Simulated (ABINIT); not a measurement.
The system is ZnSe (Stilleite).

```xyz
2
Lattice="0.0000 2.8338 2.8338 2.8338 0.0000 2.8338 2.8338 2.8338 0.0000" Properties=species:S:1:pos:R:3 pbc="T T T"
Se    4.2507    4.2507    4.2507
Zn    0.0000    0.0000    0.0000
```

Base run:

```yaml
Program: ABINIT 10.8.3 (patched build)
Functional: r2SCAN
Potentials_or_basis: JTH PAW PBE v2.0
Cutoff: 653 eV
k_mesh: 6 × 6 × 6
Occupations: fermi-dirac, width 0.05 eV
Spin: no spin polarisation
```

Its results: band gap on the k mesh 1.85 eV, direct; pressure -0.1 GPa.

Problem. The run is repeated on the same cell with these changes: k mesh from 6 × 6 × 6 to 3 × 3 × 3. What comes out?

Solution. Band gap on the k mesh 1.82 eV, direct; pressure 1.2 GPa.

Caveats: some runs use coarse meshes; the PAW data sets were made with another functional, which shifts forces and pressure a little.

